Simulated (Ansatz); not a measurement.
Free-standing chains of the atoms of CdTe, named by their start (strip: triangular double chain, ladder: square double chain); atoms and period are relaxed, and energies count from relaxed bulk CdTe (F-43m, 34.16 Å³/atom, gap on the mesh 0.65 eV).

Computed with Ansatz, DFT PBEsol, scalar-relativistic, plane waves, PAW.

Cutoff 420 eV, Gaussian smearing of 0.05 eV, energies at zero smearing, symmetry of each start kept, collinear spin where a moment is listed.

| start | atoms | k mesh | excess energy (eV per host atom) | period (Å) | gap on the mesh (eV) | highest filled level or Fermi level under vacuum (eV) | size of the moment (μB per cell) |
| --- | --- | --- | --- | --- | --- | --- | --- |
| linear chain | 2 | 1×1×13 | 1.086 | 5.153 | 0 | 5.44 | 0.00 |
| dimerised chain | 2 | 1×1×13 | 1.086 | 5.152 | 0 | 5.44 | 0.00 |
| zigzag chain | 2 | 1×1×14 | 0.795 | 4.775 | 1.57 | - | 0.00 |
| ladder chain | 4 | 1×1×13 | 0.471 | 4.708 | 1.65 | - | 0.00 |
| strip chain | 2 | 1×1×24 | 0.907 | 2.833 | 0 | - | 0.07 |

Spin-orbit coupling is left out, which matters for the bands of heavy elements. An odd mesh misses points on the zone edge, so a gap read on it can be too wide.

Each run keeps its start's symmetry and one magnetic start, so lower states can exist. Rows stand on unlike meshes and boxes, so starts that end alike can differ by a few hundredths of an eV per atom.

Cost: 5 runs of about 15 core-minutes in all, on Arm Neoverse V2 (shared hosts).